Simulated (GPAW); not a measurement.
Runs of GPAW 26.7.0 on TiTe2. It takes space group P-3m1 (No. 164, trigonal). Conventional cell: a = 3.777 Å, b = 3.777 Å, c = 6.498 Å, α = 90.00°, β = 90.00°, γ = 120.00°. Around Te (site symmetry 3m) lie 3 Ti at 2.77 Å. Ti (site symmetry -3m) has 6 Te at 2.77 Å as nearest neighbours. 

| task | level | potentials or basis | spin | cell | k mesh | cutoff (eV) | smearing | maxiter | band path | band points | spin axis theta (degrees) | spin axis phi (degrees) | other keys | mesh quality | gap on the mesh (eV) | pressure (GPa) | relaxed volume (Å³/atom) | largest force (eV/Å) |
| --- | --- | --- | --- | --- | --- | --- | --- | --- | --- | --- | --- | --- | --- | --- | --- | --- | --- | --- |
| band structure | M06-L | GPAW PAW data sets (gpaw-data 1.2.1), pw | SOC, no magnetisation | as given | 6 × 6 × 3 | 600 | fermi-dirac 0.05 eV | 150 | GMKGALHA,LM,KH | 80 | 90 | 0 | - | not flagged | - | 0.7 | - | 0.01 |
| relaxation of cell and atoms | PBEsol+D4 | PAW data sets generated in the run's folder for this functional, pw | off | relaxed to 1 GPa | 6 × 6 × 3 | 600 | fermi-dirac 0.05 eV | 150 | - | - | - | - | - | not flagged | none | 1.0 | - | 0.01 |
| relaxation of cell and atoms | PBE+D3(BJ) | GPAW PAW data sets (gpaw-data 1.2.1), pw | off | relaxed | 6 × 6 × 3 | 600 | fermi-dirac 0.05 eV | 150 | - | - | - | - | - | not flagged | none | 0.0 | 25.02 | - |
| phonons | PBEsol+D3 | PAW data sets generated in the run's folder for this functional, pw | off | relaxed | 8 × 8 × 4 | 510 | fermi-dirac 0.025 eV | 75 | - | - | - | - | several, not listed | not flagged | none | 0.0 | - | - |
| ts | PBE+TS | GPAW PAW data sets (gpaw-data 1.2.1), pw | off | as given | 8 × 8 × 4 | 600 | fermi-dirac 0.05 eV | 60 | - | - | - | - | several, not listed | not flagged | none | - | - | (a) |
| one-shot levels on a semilocal density | PBE | GPAW PAW data sets (gpaw-data 1.2.1), pw | off | as given | 5 × 5 × 3 | 500 | fermi-dirac 0.05 eV | 150 | - | - | - | - | - | coarse | none | 0.7 | - | 0.02 |
| relaxation of cell and atoms | WC | PAW data sets generated in the run's folder for this functional, pw | off | relaxed | 6 × 6 × 3 | 600 | fermi-dirac 0.05 eV | 150 | - | - | - | - | - | not flagged | none | 0.0 | (b) | - |
| band structure | LDA | PAW data sets generated in the run's folder for this functional, pw | off | as given | 6 × 6 × 3 | 600 | fermi-dirac 0.05 eV | 150 | GMKGALHA,LM,KH | 80 | - | - | - | not flagged | - | -4.6 | - | 0.38 |
| band structure | PBE | GPAW PAW data sets (gpaw-data 1.2.1), pw | SOC, no magnetisation | as given | 6 × 6 × 3 | 600 | fermi-dirac 0.05 eV | 150 | GMKGALHA,LM,KH | 60 | 90 | 45 | - | not flagged | - | 0.4 | - | (c) |

Problem. Estimate the missing entries.

Solution. (a) 0.07; (b) 25.30; (c) 0.05.

Caveats: some runs use coarse meshes; later steps reuse the first step's grids (some runs); this functional lacks dispersion, which binds the layers, so the pressure and a relaxed spacing across them are unreliable (some runs); spin-orbit coupling was added after a scalar SCF, so levels and gaps hold it while energy, forces, pressure and moments don't (some runs); this program's spin-orbit splittings come out too wide for heavy elements (some runs); the cutoff is short for stress and forces, so pressures can be off by a GPa or more (some runs); the PAW data sets were made with another functional, which shifts forces and pressure a little (some runs); one-shot exact exchange on a metal's smeared states is rough (some runs).

A k mesh can miss the band edges, and rows without SOC leave out spin-orbit coupling on Te.

A gap of «none» marks a metal or a gap under the smearing width.
